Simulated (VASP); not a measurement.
# La₂O₃: convergence, self-consistent run

La₂O₃, P321 (no. 150), 5 atoms in the cell. R2SCAN; PAW potentials La, O (PBE set). VASP 6.6.1.

Wanted: energy within 0.2 meV/atom; levels at the zone centre within 0.003 eV.

What the run is for: comparing ways to start; Accuracy asked: tight.

Levels at the zone centre: counted from the valence top at that point.

POSCAR:
```
La2O3
1.0
    6.3702727145      0.0000000000      0.0000000000
   -3.1851363572      5.5168179998      0.0000000000
    0.0000000000      0.0000000000      3.2898942108
La O
2 3
Direct
    0.6666666667      0.3333333333      0.4981030000
    0.3333333333      0.6666666667      0.5018970000
    0.5046070000      0.0000000000      0.0000000000
    0.0000000000      0.5046070000      0.0000000000
    0.4953930000      0.4953930000      0.0000000000
```

## How the run starts (with a second run first, the time holds both)

| How the run starts (with a second run first, the time holds both) | Energy less reference (meV/atom) | Levels at the zone centre, largest deviation (eV) | Time (s) |
|---|---|---|---|
| from scratch: 21 SCF iterations | 0.00 | 0.0000 | 352 |
| PBE orbitals (WAVECAR): 14 + 15 SCF iterations | 0.00 | 0.0022 | 371 |
| PBE density (CHGCAR): 14 + 23 SCF iterations | 0.00 | 0.0007 | 432 |
| loose PBE orbitals: 12 + 14 SCF iterations | 0.00 | 0.0021 | 363 |

Chosen: from scratch: 21 SCF iterations; no other choice that stays within half of the tolerance saves 30 % of the time.

The chosen settings are those of the reference run.

Values of the reference run: Levels at the zone centre: -0.2112, 0, 2.448 eV from the valence top at Gamma.

## The input

INCAR:
```
SYSTEM = La2O3
  METAGGA = R2SCAN
  ISMEAR = 0
  SIGMA = 0.03
  LWAVE = .False.
  LCHARG = .False.
  ISIF = 2
  PREC = Accurate
  LASPH = .True.
  LREAL = .False.
  ALGO = Normal
  EDIFF = 1E-6
  NELM = 200
  GGA_COMPAT = .False.
  ENCUT = 580
  EFERMI = MIDGAP
  LMAXMIX = 6
  LMIXTAU = .True.
```

KPOINTS:
```
k-points
0
Gamma
  5 5 7
```

Commands:
```
cat potpaw_PBE.64/La/POTCAR potpaw_PBE.64/O/POTCAR > POTCAR
mpirun -np 1 vasp_std > vasp.out
```

The chosen input took VASP 6.6.1 352 s on 1 core (Intel Xeon Platinum 8488C (Sapphire Rapids)), a shared host.
